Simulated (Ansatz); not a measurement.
# ZnSe: the cost of one run

Program: Ansatz 0.2.0. Level of theory: DFT PBE, scalar-relativistic, plane waves, PAW. These are calculated values, not measurements.

### Step 1. The system as given

It takes space group F-43m (No. 216, cubic). Conventional cell: a = 5.668 Å, b = 5.668 Å, c = 5.668 Å, α = 90.00°, β = 90.00°, γ = 90.00°. Zn (site symmetry -43m) is surrounded by 4 Se at 2.45 Å. Se (site symmetry -43m) is surrounded by 4 Zn at 2.45 Å.

Structure file:

```
Zn Se
1.0
     0.00000    8.50140    8.50140
     8.50140    0.00000    8.50140
     8.50140    8.50140    0.00000
Zn Se
27 27
Cartesian
  0.0000 0.0000 0.0000
  2.8338 2.8338 0.0000
  5.6676 5.6676 0.0000
  2.8338 0.0000 2.8338
  5.6676 2.8338 2.8338
  8.5014 5.6676 2.8338
  5.6676 0.0000 5.6676
  8.5014 2.8338 5.6676
  11.3352 5.6676 5.6676
  0.0000 2.8338 2.8338
  2.8338 5.6676 2.8338
  5.6676 8.5014 2.8338
  2.8338 2.8338 5.6676
  5.6676 5.6676 5.6676
  8.5014 8.5014 5.6676
  5.6676 2.8338 8.5014
  8.5014 5.6676 8.5014
  11.3352 8.5014 8.5014
  0.0000 5.6676 5.6676
  2.8338 8.5014 5.6676
  5.6676 11.3352 5.6676
  2.8338 5.6676 8.5014
  5.6676 8.5014 8.5014
  8.5014 11.3352 8.5014
  5.6676 5.6676 11.3352
  8.5014 8.5014 11.3352
  11.3352 11.3352 11.3352
  1.4169 1.4169 1.4169
  4.2507 4.2507 1.4169
  7.0845 7.0845 1.4169
  4.2507 1.4169 4.2507
  7.0845 4.2507 4.2507
  9.9183 7.0845 4.2507
  7.0845 1.4169 7.0845
  9.9183 4.2507 7.0845
  12.7521 7.0845 7.0845
  1.4169 4.2507 4.2507
  4.2507 7.0845 4.2507
  7.0845 9.9183 4.2507
  4.2507 4.2507 7.0845
  7.0845 7.0845 7.0845
  9.9183 9.9183 7.0845
  7.0845 4.2507 9.9183
  9.9183 7.0845 9.9183
  12.7521 9.9183 9.9183
  1.4169 7.0845 7.0845
  4.2507 9.9183 7.0845
  7.0845 12.7521 7.0845
  4.2507 7.0845 9.9183
  7.0845 9.9183 9.9183
  9.9183 12.7521 9.9183
  7.0845 7.0845 12.7521
  9.9183 9.9183 12.7521
  12.7521 12.7521 12.7521
```

The runs take a perfect supercell of 54 atoms; the defect goes to fractional position (0.083, 0.083, 0.083).

### Step 2. The perfect supercell

input.yaml

```yaml
crystal:
  lattice:
    - [0.0, 8.5014, 8.5014]
    - [8.5014, 0.0, 8.5014]
    - [8.5014, 8.5014, 0.0]
  atoms:
    - { symbol: Zn, position: [0.0, 0.0, 0.0] }
    - { symbol: Zn, position: [0.0, 0.0, 0.333333] }
    - { symbol: Zn, position: [0.0, 0.0, 0.666667] }
    - { symbol: Zn, position: [0.0, 0.333333, 0.0] }
    - { symbol: Zn, position: [0.0, 0.333333, 0.333333] }
    - { symbol: Zn, position: [0.0, 0.333333, 0.666667] }
    - { symbol: Zn, position: [0.0, 0.666667, 0.0] }
    - { symbol: Zn, position: [0.0, 0.666667, 0.333333] }
    - { symbol: Zn, position: [0.0, 0.666667, 0.666667] }
    - { symbol: Zn, position: [0.333333, 0.0, 0.0] }
    - { symbol: Zn, position: [0.333333, 0.0, 0.333333] }
    - { symbol: Zn, position: [0.333333, 0.0, 0.666667] }
    - { symbol: Zn, position: [0.333333, 0.333333, 0.0] }
    - { symbol: Zn, position: [0.333333, 0.333333, 0.333333] }
    - { symbol: Zn, position: [0.333333, 0.333333, 0.666667] }
    - { symbol: Zn, position: [0.333333, 0.666667, 0.0] }
    - { symbol: Zn, position: [0.333333, 0.666667, 0.333333] }
    - { symbol: Zn, position: [0.333333, 0.666667, 0.666667] }
    - { symbol: Zn, position: [0.666667, 0.0, 0.0] }
    - { symbol: Zn, position: [0.666667, 0.0, 0.333333] }
    - { symbol: Zn, position: [0.666667, 0.0, 0.666667] }
    - { symbol: Zn, position: [0.666667, 0.333333, 0.0] }
    - { symbol: Zn, position: [0.666667, 0.333333, 0.333333] }
    - { symbol: Zn, position: [0.666667, 0.333333, 0.666667] }
    - { symbol: Zn, position: [0.666667, 0.666667, 0.0] }
    - { symbol: Zn, position: [0.666667, 0.666667, 0.333333] }
    - { symbol: Zn, position: [0.666667, 0.666667, 0.666667] }
    - { symbol: Se, position: [0.083333, 0.083333, 0.083333] }
    - { symbol: Se, position: [0.083333, 0.083333, 0.416667] }
    - { symbol: Se, position: [0.083333, 0.083333, 0.75] }
    - { symbol: Se, position: [0.083333, 0.416667, 0.083333] }
    - { symbol: Se, position: [0.083333, 0.416667, 0.416667] }
    - { symbol: Se, position: [0.083333, 0.416667, 0.75] }
    - { symbol: Se, position: [0.083333, 0.75, 0.083333] }
    - { symbol: Se, position: [0.083333, 0.75, 0.416667] }
    - { symbol: Se, position: [0.083333, 0.75, 0.75] }
    - { symbol: Se, position: [0.416667, 0.083333, 0.083333] }
    - { symbol: Se, position: [0.416667, 0.083333, 0.416667] }
    - { symbol: Se, position: [0.416667, 0.083333, 0.75] }
    - { symbol: Se, position: [0.416667, 0.416667, 0.083333] }
    - { symbol: Se, position: [0.416667, 0.416667, 0.416667] }
    - { symbol: Se, position: [0.416667, 0.416667, 0.75] }
    - { symbol: Se, position: [0.416667, 0.75, 0.083333] }
    - { symbol: Se, position: [0.416667, 0.75, 0.416667] }
    - { symbol: Se, position: [0.416667, 0.75, 0.75] }
    - { symbol: Se, position: [0.75, 0.083333, 0.083333] }
    - { symbol: Se, position: [0.75, 0.083333, 0.416667] }
    - { symbol: Se, position: [0.75, 0.083333, 0.75] }
    - { symbol: Se, position: [0.75, 0.416667, 0.083333] }
    - { symbol: Se, position: [0.75, 0.416667, 0.416667] }
    - { symbol: Se, position: [0.75, 0.416667, 0.75] }
    - { symbol: Se, position: [0.75, 0.75, 0.083333] }
    - { symbol: Se, position: [0.75, 0.75, 0.416667] }
    - { symbol: Se, position: [0.75, 0.75, 0.75] }
basis:
  ecutwfc: 420
  fft_grid_basis: typed
kpoints:
  mp_grid: { grid: [1, 1, 1] }
hamiltonian:
  xc: pbe
  pseudopotentials: { kind: paw }
scf:
  occupations: { method: gaussian, width: 0.05 }
output:
  forces: true
  stress: false
  eigenvalues: true
  bader: false
  write_density: true
  volumetric_format: npy
```

Started as:

```sh
$ ansatz run input.yaml --threads 8 --pin off --max-ram 16384MiB --backend cpu --events-out ev --progress --plain --runs-dir out
```

Q: Estimate wall time and peak memory on 8 threads of Arm Neoverse N1, shared host.

About 15 s, with a peak of 1.8 GiB.
